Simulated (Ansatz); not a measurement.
System: L1₀ (CuAu-type) CoPt. Method: LDA (PAW; Ansatz, a program for electronic structure).

Run with plane-wave cutoff 520 eV, 20×20×16 k mesh (along the axes of the cell as run), Fermi–Dirac smearing 0.05 eV, spin-polarised with parallel moments, scalar-relativistic PAW data made under PBE.

Energies at three volumes about the minimum:

```json
[
 {"V (Å³/atom)": "12.343", "E − E_lowest (meV/atom)": "4.45"},
 {"V (Å³/atom)": "12.594", "E − E_lowest (meV/atom)": "0.00"},
 {"V (Å³/atom)": "12.846", "E − E_lowest (meV/atom)": "4.13"}
]
```

### Question
Fit a parabola by hand: where is the minimum, and what is the bulk modulus?

### Answer
Slopes: (0.00 − 4.45)/(12.594 − 12.343) = -17.729 and (4.13 − 0.00)/(12.846 − 12.594) = 16.389 meV/Å³. Curvature E″ = 2 × (16.389 − (-17.729))/(12.846 − 12.343) = 135.658 meV/Å⁶. From the middle of the first interval, the slope vanishes at V0 = 12.4685 − (-17.729)/135.658 = 12.599 Å³/atom. B = V0 E″ = 12.599 × 135.658 meV/Å³ × 0.1602 GPa per meV/Å³ = 274 GPa. The full Birch–Murnaghan fit to all volumes gives V0 = 12.594 Å³/atom and B0 = 272 GPa.

Shape and atoms are relaxed at each volume.

Note: the bulk modulus comes from volumes at which shape and atoms were relaxed.
